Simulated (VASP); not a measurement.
Wanted: the native input for a VASP 6.6.1 run.

```yaml
Task: relaxation of cell and atoms
Functional: PBE
Potentials_or_basis: VASP PAW PBE potentials, release 64 (Pt)
Cutoff: 600 eV
k_mesh: 9 × 9 × 2
Occupations: gaussian, width 0.1 eV
Spin: no spin polarisation
Dipole_correction: no
Further_INCAR_settings: ALGO = Normal; EDIFF = 1e-07; IBRION = 2; EDIFFG = -0.04; NSW = 90; ISIF = 3
```

The structure of Pt lies in POSCAR:

```
Pt
1.0
    2.7498386624      0.0000000000      0.0000000000
   -1.3749193312      2.3814301379      0.0000000000
    0.0000000000      0.0000000000      9.8886468468
Pt
4
Direct
    0.3333333333      0.6666666667      0.1188686404
    0.6666666667      0.3333333333      0.6188686404
    0.3333333333      0.6666666667      0.3811313596
    0.6666666667      0.3333333333      0.8811313596
```

The cell was built by a generator and needn't be a form met in nature.

The input as run:

INCAR

```
SYSTEM = Pt
PREC     = Accurate       ! precision mode
ENCUT    = 600            ! plane-wave cutoff, eV
EDIFF    = 1E-7           ! SCF threshold, eV
ISMEAR   = 0              ! smearing method
SIGMA    = 0.1            ! smearing width, eV
LREAL    = .FALSE.        ! projectors in reciprocal space
LASPH    = .TRUE.         ! aspherical terms in the spheres
NELM     = 100            ! most SCF steps
ALGO     = Normal         ! electronic algorithm
ISIF     = 3              ! what is computed and relaxed
LWAVE    = .FALSE.        ! write WAVECAR
LCHARG   = .FALSE.        ! write CHGCAR
GGA      = PE             ! functional
IBRION   = 2              ! ionic algorithm
NSW      = 90             ! ionic steps
EDIFFG   = -0.04          ! ionic threshold
```

KPOINTS

```
Automatic mesh
0
G
  9 9 2
  0 0 0
```

Potentials or basis: VASP PAW PBE potentials, release 64 (Pt).

Run with:

```bash
$ cat potpaw_PBE.64/Pt/POTCAR > POTCAR
$ mpirun -np 1 vasp_std > vasp.out
```

It gave:

```yaml
Relaxed_volume: 16.21 Å³/atom
Relaxed_cell: a = 2.734 Å, b = 2.734 Å, c = 10.017 Å, α = 90.00°, β = 90.00°, γ = 120.00°
Space_group_after_relaxing_to_0.05_Å: P6_3/mmc (No. 194)
Energy_gained_by_relaxing: 3.2 meV/atom
Ionic_steps: 5
Pressure_after_relaxing: -0.2 GPa
Largest_force_after_relaxing: 0.033 eV/Å
```

Wall time 120 s on 1 thread of Intel(R) Xeon(R) Platinum 8259CL CPU @ 2.50GHz (Skylake/Cascade Lake), on a shared host, peak memory 0.21 GiB.
